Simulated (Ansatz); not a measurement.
# InSe (R3m) in Ansatz: settings compared

Aim: see how the results for InSe move with the level of theory and the settings. Levels: LDA, RPBE, BLYP. Tasks: band structure, single point, equation of state.

Program: Ansatz 0.2.0. These are calculated values, not measurements. Logs are shortened: lines on timing, memory, paths and dates and some standing lists are left out, and cuts for length are marked.

**Measured values to compare with.**

From “The Interaction of Hydrogen with the van der Waals Crystal γ-InSe”, 2020, pmc:7321205, for a bulk crystal of InSe at 300 K: band gap 1.25 eV.

The runs below are set against these values where they give the same quantity.

## 1. Starting point

Symmetry: R3m, No. 160, trigonal system. The conventional cell has a = 4.000 Å, b = 4.000 Å, c = 25.320 Å, α = 90.00°, β = 90.00°, γ = 120.00°. In (site symmetry 3m) is surrounded by 3 Se at 2.63 Å and 1 In at 2.82 Å. In (site symmetry 3m) is surrounded by 3 Se at 2.64 Å and 1 In at 2.82 Å. Se (site symmetry 3m) has 3 In at 2.63 Å as nearest neighbours. Around Se (site symmetry 3m) lie 3 In at 2.64 Å.

## 2. Band structure, LDA

Input file input.yaml:

```yaml
crystal:
  lattice:
    - [2.0, 1.1547005384, 8.44]
    - [-2.0, 1.1547005384, 8.44]
    - [0.0, -2.3094010768, 8.44]
  atoms:
    - { symbol: In, position: [0.8886, 0.8886, 0.8886] }
    - { symbol: In, position: [0.0, 0.0, 0.0] }
    - { symbol: Se, position: [0.1719, 0.1719, 0.1719] }
    - { symbol: Se, position: [0.3835, 0.3835, 0.3835] }
hamiltonian:
  xc: lda
  pseudopotentials: { kind: paw }
kpoints:
  mp_grid: { grid: [8, 8, 8] }
  band_path:
    path:
      - [[0.0, 0.0, 0.0], [0.5, 0.0, 0.0], [0.5, 0.1791451724, -0.1791451724]]
      - [[0.8208548276, 0.5, 0.1791451724], [0.5, 0.5, 0.5], [0.0, 0.0, 0.0], [0.3395725862, 0.0, -0.3395725862]]
      - [[0.6604274138, 0.3395725862, 0.0], [0.5, 0.5, 0.0], [0.6604274138, 0.6604274138, 0.1791451724], [0.5, 0.5, 0.5]]
      - [[0.5, 0.0, 0.0], [0.8208548276, 0.3395725862, 0.3395725862]]
    npoints: 14
scf:
  occupations: { method: fermi_dirac, width: 0.05 }
  n_extra_bands: 10
output:
  forces: true
  stress: true
  eigenvalues: true
  fatbands: true
```

Potentials or basis: Ansatz PAW.

The run is started by

```sh
ansatz run input.yaml --threads 2 --pin off --max-ram 5120MiB --backend cpu --events-out ev --progress --plain --runs-dir out
```

The log of the run:

```text
Warning: RAYON_NUM_THREADS=2 ignored (pool sized by the plan → 2); use --threads N
basis.fft_grid_basis auto: the FFT boxes are laid along the combinations [[1, 0, -1], [0, 1, -1], [0, 0, 1]] of the cell's own vectors, 4.000, 4.000 and 8.750 Å long. The dense box has 27×27×60 points. Along the cell's own vectors, as sized, it would have 60×60×60, 4.94 times as many. Of the 6 symmetry operations that the crystal satisfies within crystal.symmetry.tolerance (time reversal apart; of a slab, those that keep its plane) the dense box along the cell's own vectors carries 6, and the one as laid loses 4 of those. basis.fft_grid_basis: typed keeps the cell's own vectors: state it where this run's energies or levels are differenced outside the engine with another run's, or held beside a run that keeps those vectors.
scf.n_extra_bands = 10 over 29 filled bands (N_el = 58.0): the run solves 39 bands
Engine: ansatz 0.2.0, aarch64-unknown-linux-gnu
Pseudopotentials: kind: paw
Pseudopotential: In, paw, valence charge 13, recommended cutoff 420 eV (normal), In.paw.azcp
Pseudopotential: Se, paw, valence charge 16, recommended cutoff 420 eV (normal), Se.paw.azcp
Functional definition: SPW92
  exchange = slater_x
  correlation = pw_c
Crystal: 4 atoms, lattice volume = 116.948 Å³
Basis set: ecut = 420 eV, 2309 PW (Γ), FFT grids on a1−a3, a2−a3, a3
Bands: 39, of which v1, the nominal top of the filled ones, is band 29 counted from 1 (28 counted from 0)
Symmetry: 6 space group operations
Space group: R3m (ITA 160), of the structure as read, at distance tolerance 4.9e-5 Å
k-points: 65 of 512 (time reversal used)
Non-local potential: In, projectors of the file, l = 0: 2, l = 1: 2, l = 2: 2, l = 3: 2
Non-local potential: Se, projectors of the file, l = 0: 2, l = 1: 2, l = 2: 3, l = 3: 1
PAW form: soft (Blöchl's): semilocal exchange-correlation on the pseudo side does not see the compensation charge
PAW frozen core: In, regenerated for the run's functional, and the local potential with it (the file was generated under x = pbe(κ = 0.804, μ = 0.2195149727645171), c = pbe(β = 0.06672455060314922))
PAW frozen core: Se, regenerated for the run's functional, and the local potential with it (the file was generated under x = pbe(κ = 0.804, μ = 0.2195149727645171), c = pbe(β = 0.06672455060314922))
PAW one-centre angular grid: In, 590 points (default); XC on 64 Gauss nodes
PAW one-centre angular grid: Se, 590 points (default); XC on 64 Gauss nodes
Initial density: superposition of atomic densities (neutral atoms: chi_scale 0, normalization atom), corrected by the library's trained network
Initial wavefunctions: pseudopotential atomic-orbital guess
Functional: x = slater, c = lda
SCF iter   1: F=—  HF=-21682.736575 eV  |F-HF|=—  |Δ(HF+E_count)|=         —  Δρ=6.82e-3  dr2=6.03e-2  ethr=1.77e-3  ⟨swp⟩=6.4  Hψ=11153  notcnv=0  defer=56
preconditioner: auto → Resta (q_TF=auto, 2.427 Å⁻¹)  ε∞=2.9  [insulator: Δε(μ)=0.198 eV  Ē_g=15.381 eV  σ=0.050 eV  W_gap=0.75  n_scr=30 (ndim 8)  ℏωp=21.2 eV  f_vac=0.086  D(μ)=0.02/eV (n_scr^D=0)  ε∞_Penn≈2.9]
SCF iter   2: F=—  HF=-21682.721915 eV  |F-HF|=—  |Δ(HF+E_count)|=   1.47e-2  Δρ=2.81e-3  dr2=5.34e-3  ethr=1.04e-4  ⟨swp⟩=3.1  Hψ=4659  notcnv=0  defer=266
SCF iter   3: F=—  HF=-21682.720864 eV  |F-HF|=—  |Δ(HF+E_count)|=   1.05e-3  Δρ=1.07e-3  dr2=1.07e-3  ethr=9.21e-6  ⟨swp⟩=2.1  Hψ=3340  notcnv=0  defer=266
SCF iter   4: F=—  HF=-21682.720719 eV  |F-HF|=—  |Δ(HF+E_count)|=   1.45e-4  Δρ=2.81e-4  dr2=8.00e-5  ethr=1.84e-6  ⟨swp⟩=1.8  Hψ=2395  notcnv=0  defer=266
SCF iter   5: F=—  HF=-21682.720723 eV  |F-HF|=—  |Δ(HF+E_count)|=   4.04e-6  Δρ=4.73e-5  dr2=2.60e-6  ethr=1.38e-7  ⟨swp⟩=2.0  Hψ=2564  notcnv=0  defer=266
SCF iter   6: F=—  HF=-21682.720725 eV  |F-HF|=—  |Δ(HF+E_count)|=   1.18e-6  Δρ=9.01e-6  dr2=1.29e-7  ethr=4.48e-9  ⟨swp⟩=2.8  Hψ=3350  notcnv=0  defer=266
SCF iter   7: F=-21682.720725 eV  HF=-21682.720725 eV  |F-HF|=6.26e-10  |Δ(HF+E_count)|=   3.52e-8  Δρ=2.66e-6  dr2=1.08e-8  ethr=1.72e-10  ⟨swp⟩=9.5  Hψ=11617  notcnv=0
SCF 1 converged in 7 iterations: F = -21682.720725 eV  dr2 = 1.08e-8
NSCF: frozen V_eff on 130 k-points
SCF converged after 7 iterations
Free energy (F): -21682.720725 eV
Harris-Foulkes:  -21682.720725 eV  (|F-HF|=6.26e-10)
Internal energy: -21682.720528 eV  (E = F + TS)
E sigma→0 (E₀):  -21682.720627 eV
Entropy (-TS):   -0.000196 eV (-0.049 meV/atom)
Fermi energy:    7.084941 eV
--- Per-component energies (eV) ---
  E_band       = -934.883026
  E_kinetic    = 725.150272
  E_local      = -7940.783673  (includes V_loc(G=0)·N_el)
  E_nonlocal   = -437.769481
  E_hartree    = 3648.566928
  E_xc         = -633.449451
  E_vxc        = -398.166932  (∫ρ·V_xc dr)
  E_paw        = -11685.233920  (= ΣΔE_a)
  E_vpaw       = -180.450089  (= ΣTr[D̂ρ^β])
  E_aug_tail   = -0.001186  (compensation charges beyond the density's cutoff)
  E_ewald      = -5364.203816
  E_core_change = 5.003797  (= ΣΔE_core)
  E_smearing   = -0.000196  (= −TS)
  E_closure    = -0.000000  (closes the sum)
  Σ components = -21682.720725   (vs F -21682.720725, Δ=0.00e0)
--- Forces (eV/Å), atoms counted from 1 ---
  atom   1  In     0.00000000    -0.00000000     0.23720833
  atom   2  In    -0.00000000     0.00000000    -0.21987730
  atom   3  Se     0.00000000     0.00000000     0.06096207
  atom   4  Se     0.00000000     0.00000000    -0.07831735
  max |Σ_I F_I| component: 2.42e-5 eV/Å
--- Stress (GPa, compression-positive) ---
       -1.081137       0.000000       0.000000
        0.000000      -1.081137       0.000000
        0.000000       0.000000      -2.298842
  P = ⅓ Tr σ = -1.4870 GPa (-14.870 kbar)
--- Band table (eV; the first three rows and the last of 65) ---
  k-point 0: bands = ["-40.7170", "-40.7170", "-40.7100", "-40.7100", "-40.6882", "-40.6882", "-40.6829", "-40.6829", "-40.6774", "-40.6726", "-7.7575", "-7.5812", "-7.5812", "-7.5065", "-7.5065", "-7.4830", "-7.4830", "-7.3280", "-7.3165", "-7.3165", "-6.6564", "-6.2448", "0.5906", "3.4364", "5.3871", "5.6654", "5.6654", "5.7591", "5.7591", "8.5224", "8.8820", "11.2793", "11.2793", "12.0279", "12.3574", "12.3574", "14.3404", "15.4640", "16.1025"]
  k-point 1: bands = ["-40.7170", "-40.7170", "-40.7100", "-40.7100", "-40.6882", "-40.6882", "-40.6829", "-40.6829", "-40.6774", "-40.6726", "-7.7656", "-7.6419", "-7.5836", "-7.5777", "-7.4951", "-7.4873", "-7.4758", "-7.3544", "-7.3178", "-7.2599", "-6.4721", "-6.0949", "0.7017", "3.1640", "4.6259", "5.2710", "5.4651", "5.5919", "5.8317", "8.8706", "9.5839", "10.5635", "11.4344", "11.6827", "12.3840", "12.7039", "14.0078", "15.3423", "15.9334"]
  k-point 2: bands = ["-40.7170", "-40.7169", "-40.7100", "-40.7099", "-40.6882", "-40.6882", "-40.6829", "-40.6829", "-40.6774", "-40.6726", "-7.8310", "-7.7128", "-7.6895", "-7.5733", "-7.4978", "-7.4677", "-7.4538", "-7.3692", "-7.3204", "-7.2064", "-6.0455", "-5.7334", "0.8923", "2.3961", "3.4452", "4.9124", "5.0678", "5.2072", "5.9389", "8.8571", "9.0371", "10.8947", "11.0886", "11.6582", "13.2625", "13.2980", "13.5597", "14.7336", "15.3052"]
  k-point 64: bands = ["-40.7170", "-40.7170", "-40.7100", "-40.7100", "-40.6882", "-40.6882", "-40.6829", "-40.6829", "-40.6774", "-40.6726", "-7.7569", "-7.5814", "-7.5814", "-7.5064", "-7.5064", "-7.4830", "-7.4830", "-7.3408", "-7.3164", "-7.3164", "-6.5010", "-6.4039", "0.9360", "2.5575", "5.5959", "5.5959", "5.8353", "5.8353", "6.9628", "7.1788", "8.9556", "11.1943", "11.1943", "12.4847", "12.4847", "12.5283", "14.8514", "15.4410", "15.7519"]
```

Wall time 31 s (2 threads of Arm Neoverse V2, shared host); peak memory 0.53 GiB.

What came out:

```yaml
Free_energy: -21682.7207 eV
Pressure: -1.5 GPa
Largest_force: 0.237 eV/Å
Band_gap_on_the_k_mesh: 0.22 eV, direct
Band_gap_along_the_path: 0.22 eV, direct
```

Forces on the atoms (eV/Å):
```
In   0.000  0.000  0.237
In   0.000  0.000 -0.220
Se   0.000  0.000  0.061
Se   0.000  0.000 -0.078
```

Stress tensor (GPa, compression positive):
```
-1.08  0.00  0.00
 0.00 -1.08  0.00
 0.00  0.00 -2.30
```

Levels at the corners of the path, in eV from the valence-band top:
```
point  band 26  band 27  band 28  band 29  band 30  band 31  band 32  band 33
    Γ    -1.30    -1.30    -1.20    -1.20     1.56     1.92     4.32     4.32
    L    -2.41    -2.34    -2.24    -1.70     1.10     1.84     3.52     3.89
   B1    -3.70    -2.54    -2.26    -1.77     1.66     2.32     3.30     4.31
    B    -3.70    -2.54    -2.26    -1.77     1.66     2.32     3.30     4.31
    Z    -1.37    -1.13    -1.13     0.00     0.22     1.99     4.23     4.23
    Γ    -1.30    -1.30    -1.20    -1.20     1.56     1.92     4.32     4.32
    X    -3.71    -2.58    -2.23    -1.75     1.72     2.22     3.33     4.27
    Q    -3.71    -2.58    -2.23    -1.75     1.72     2.22     3.33     4.27
    F    -2.68    -2.51    -2.05    -1.53     1.03     1.88     3.18     3.52
   P1    -2.60    -2.48    -2.08    -1.66     1.26     1.71     3.25     3.68
    Z    -1.37    -1.13    -1.13     0.00     0.22     1.99     4.23     4.23
    L    -2.41    -2.34    -2.24    -1.70     1.10     1.84     3.52     3.89
    P    -2.60    -2.48    -2.08    -1.66     1.26     1.71     3.25     3.68
```

Caveat: spin-orbit coupling is left out, which moves the levels of the heavy elements; the PAW data sets come from PBE, with cores solved anew for the run's functional, which leaves a small shift of forces and pressure.

## 3. Band structure, RPBE

input.yaml, as its differences from that of step 2:

```diff
@@ -11,3 +11,3 @@
 hamiltonian:
-  xc: lda
+  xc: rpbe
   pseudopotentials: { kind: paw }
@@ -29,2 +29,2 @@
   eigenvalues: true
-  fatbands: true
+  fatbands: false
```

Potentials or basis: Ansatz PAW.

The run is started by

```sh
ansatz run input.yaml --threads 2 --pin off --max-ram 5120MiB --backend cpu --events-out ev --progress --plain --runs-dir out
```

Wall time 24 s (2 threads of Arm Neoverse V2, shared host); peak memory 0.54 GiB.

The run converged. Its results:

```yaml
Free_energy: -22164.8013 eV
Pressure: 4.5 GPa
Largest_force: 0.401 eV/Å
Band_gap_on_the_k_mesh: 0.58 eV, direct
Band_gap_along_the_path: 0.58 eV, direct
```

Forces on the atoms (eV/Å):
```
In   0.000  0.000  0.401
In   0.000  0.000 -0.386
Se   0.000  0.000 -0.317
Se   0.000  0.000  0.301
```

Stress tensor (GPa, compression positive):
```
4.88 0.00 0.00
0.00 4.88 0.00
0.00 0.00 3.72
```

Levels at the corners of the path, in eV from the valence-band top:
| point | band 27 | band 28 | band 29 | band 30 | band 31 | band 32 |
| --- | --- | --- | --- | --- | --- | --- |
| Γ | -1.31 | -1.21 | -1.21 | 1.77 | 2.22 | 4.45 |
| L | -2.33 | -2.23 | -1.65 | 1.31 | 2.04 | 3.73 |
| B1 | -2.51 | -2.23 | -1.72 | 1.82 | 2.51 | 3.47 |
| B | -2.51 | -2.23 | -1.72 | 1.82 | 2.51 | 3.47 |
| Z | -1.14 | -1.14 | 0.00 | 0.58 | 2.27 | 4.37 |
| Γ | -1.31 | -1.21 | -1.21 | 1.77 | 2.22 | 4.45 |
| X | -2.55 | -2.21 | -1.70 | 1.87 | 2.43 | 3.49 |
| Q | -2.55 | -2.21 | -1.70 | 1.87 | 2.43 | 3.49 |
| F | -2.49 | -2.05 | -1.48 | 1.29 | 2.05 | 3.40 |
| P1 | -2.46 | -2.08 | -1.60 | 1.51 | 1.89 | 3.47 |
| Z | -1.14 | -1.14 | 0.00 | 0.58 | 2.27 | 4.37 |
| L | -2.33 | -2.23 | -1.65 | 1.31 | 2.04 | 3.73 |
| P | -2.46 | -2.08 | -1.60 | 1.51 | 1.89 | 3.47 |

Caveat: spin-orbit coupling is left out, which moves the levels of the heavy elements; the PAW data sets come from PBE, with cores solved anew for the run's functional, which leaves a small shift of forces and pressure.

(Continued in part 2 of 2.)
